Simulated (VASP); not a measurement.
A run of VASP 6.6.1 is set up as follows.

File INCAR:

```
SYSTEM = BP
PREC = Accurate
ENCUT = 520
EDIFF = 1E-6
ISMEAR = 0
SIGMA = 0.05
LREAL = .False.
LASPH = .True.
NELM = 60
ALGO = Fast
ISIF = 2
LWAVE = .False.
LCHARG = .True.
GGA = PE
LELF = .True.
LVHAR = .True.
NBANDS = 11
```

KPOINTS

```
Automatic mesh
0
Gamma
  12 12 12
  0 0 0
```

POSCAR

```
BP
1.0
    0.0000000000      2.1169741001      2.3882830552
    2.3882830552      0.0000000000      2.3882830552
    2.3882830552      2.1169741001      0.0000000000
B P
1 1
Direct
    0.0000000000      0.0000000000      0.0000000000
    0.7500000000      0.7500000000      0.7500000000
```

Potentials or basis: VASP PAW PBE potentials, release 64 (B, P).

Command:

```console
$ cat potpaw_PBE.64/B/POTCAR potpaw_PBE.64/P/POTCAR > POTCAR
$ mpirun -np 1 vasp_std > vasp.out
```

**Question.** Estimate the pressure.

**Answer.** -4.5 GPa.

**Question.** Predict the band gap on the k mesh.

**Answer.** None (metal or under the smearing width).

Stress tensor (GPa, compression positive):
```
-13.18   0.00   0.00
  0.00  12.88   0.00
  0.00   0.00 -13.18
```
